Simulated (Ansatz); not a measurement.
# MnO under changes of volume

One of the cells (10.999 Å³/atom); the others are scaled copies at fixed shape and fractional positions:

```
CELL_PARAMETERS angstrom
0.00000 2.22391 2.22391
2.22391 0.00000 2.22391
2.22391 2.22391 0.00000
ATOMIC_POSITIONS crystal
Mn 0.00000 0.00000 0.00000
O 0.50000 0.50000 0.50000
```

The cell is a database's computed one.

* Program: Ansatz 0.2.0
* Functional: LDA
* Potentials or basis: all-electron LAPW, scalar-relativistic
* Cutoff: 324 eV (chosen from the basis error)
* Basis error allowed: 0.001 eV/atom
* k mesh: 10 × 10 × 10
* Occupations: fermi-dirac, width 0.05 eV
* Spin: collinear spin, ferromagnetic start
* Starting moments: [4.0, 0.0] μB

```csv
volume (Å³/atom),energy over the lowest point (meV/atom),pressure (GPa),moment (μB per cell)
10.339,0.00,-12.4,4.36
10.559,18.35,-13.9,4.45
10.779,38.37,-15.2,4.53
10.999,60.22,-16.6,4.60
11.219,?,?,?
11.439,108.43,-18.5,4.74
11.659,134.10,-19.7,4.79
```

What does the run at 11.219 Å³/atom give?

Energy over the lowest point 83.84 meV/atom; pressure -17.7 GPa; moment 4.67 μB per cell.

Worked out: A Birch-Murnaghan fit of order 3 (a polynomial in V^(-2/3)) to the other rows has no minimum within the range. It gives 83.67 meV/atom at 11.219 Å³/atom, against the run's 83.84, and -dE/dV = -17.5 GPa, against -17.7. A parabola through the other rows of the moment, of slope 0.299 μB per Å³/atom there, gives 4.67 μB, against the run's 4.67.

Energies are extrapolated to zero smearing.

Caveats: a cell with one magnetic atom can't hold antiferromagnetic order, which such compounds often take.
